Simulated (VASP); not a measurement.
## Os: single point with BLYP

Crystal: Os.

```
CELL_PARAMETERS angstrom
0.00000 2.77767 2.77767
2.77767 0.00000 2.77767
2.77767 2.77767 0.00000
ATOMIC_POSITIONS crystal
Os 0.12500 0.12500 0.12500
Os 0.87500 0.87500 0.87500
```

This isn't the form of Os at room conditions, which is hcp.

| Property | Result |
| --- | --- |
| Program | VASP 6.6.1 |
| Task | single point |
| Functional | BLYP |
| Potentials or basis | VASP PAW PBE potentials, release 64 (Os) |
| Cutoff | 520 eV |
| k mesh | 11 × 11 × 11 |
| Occupations | fermi-dirac, width 0.1 eV |
| Spin | no spin polarisation |
| Dipole correction | no |
| Further INCAR settings | ALGO = Fast; EDIFF = 1e-06; NBANDS = 15 |

| Quantity | Value |
| --- | --- |
| Pressure | 8.7 GPa |
| Band gap on the k mesh | none (metal or under the smearing width) |

Levels at points of the mesh, in eV from the Fermi level:
| k point | band 4 | band 5 | band 6 | band 7 | band 8 | band 9 | band 10 | band 11 | band 12 | band 13 |
| --- | --- | --- | --- | --- | --- | --- | --- | --- | --- | --- |
| (0.00, 0.00, 0.00) | -3.55 | -3.55 | -3.55 | -0.58 | -0.58 | -0.58 | 2.50 | 2.50 | 11.50 | 11.67 |

Run time: 44 s on 1 thread of Intel(R) Xeon(R) Platinum 8488C (Sapphire Rapids) (shared host), peak memory 0.18 GiB.

Caveat: the PAW data sets were made with another functional, which shifts forces and pressure a little. The run has no spin-orbit coupling, so splittings on Os are missing.
